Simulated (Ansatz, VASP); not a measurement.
**Ge: VASP beside Ansatz**

```xyz
2
Lattice="0.0000 2.8287 2.8287 2.8287 0.0000 2.8287 2.8287 2.8287 0.0000" Properties=species:S:1:pos:R:3 pbc="T T T"
Ge    2.8287    2.8287    2.8287
Ge    4.2430    4.2430    4.2430
```

Alike in both runs: task relaxation of cell and atoms; functional RPBE; k mesh 5 × 5 × 5; occupations fermi-dirac, width 0.05 eV; no spin polarisation.

|  | VASP | Ansatz |
| --- | --- | --- |
| version | VASP 6.6.1 | Ansatz 0.2.0 |
| potentials or method | VASP PAW PBE potentials, release 64 (Ge_d) | plane waves (420 eV) with PAW, scalar-relativistic |
| plane-wave cutoff (eV) | 600 | 420 |
| valence electrons in the cell | 28 | 28 |

|  | VASP | Ansatz | Ansatz less VASP |
| --- | --- | --- | --- |
| relaxed volume (Å³/atom) | 24.72 | 24.72 | +0.009 |
| relaxed cell length with the largest relative difference (Å) | 4.119 | 4.120 | +0.0005 |
| energy change over the relaxation (meV/atom) | -34 | -34 | -0.9 |

Caveats: the k mesh is coarse (spacing up to 0.38 Å⁻¹), so the values aren't converged; the PAW data sets were made with another functional, which shifts forces and pressure a little (VASP). RPBE and its kin give volumes clearly too large for solids. Zero-point motion and thermal expansion aren't in these numbers.
